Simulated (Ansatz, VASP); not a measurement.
## Two plane-wave programs on Si

```
Si
1.0
     0.00000    2.72443    2.65353
     2.72443    0.00000    2.65353
     2.72443    2.72443    0.00000
Si
2
Direct
  0.50000 0.50000 0.50000
  0.75000 0.75000 0.75000
```

Change from the starting cell: strain +e along x and -e along y +0.0000, strain +e along z and -e/2 along x and y -0.0175.

Alike in both runs: task single point; functional LDA; k mesh 12 × 12 × 12; occupations gaussian, width 0.05 eV; no spin polarisation.

```csv
,VASP,Ansatz
version,VASP 6.6.1,Ansatz 0.2.0
potentials or method,"VASP PAW LDA potentials, release 64 (Si)","scalar-relativistic, plane waves, PAW"
plane-wave cutoff (eV),520,420
valence electrons in the cell,8,8
```

|  | VASP | Ansatz | Ansatz less VASP |
| --- | --- | --- | --- |
| gap on the k mesh at the Fermi level (eV) | 0.16 | 0.17 | +0.003 |
| least direct gap on the mesh (eV) | 2.35 | 2.35 | +0.001 |
| pressure (GPa) | 0.1 | 0.0 | -0.06 |
| largest component of the traceless stress (GPa) | 1.62 | 1.62 | 0.000 |

Ansatz warned: «pseudo_functional_mismatch».
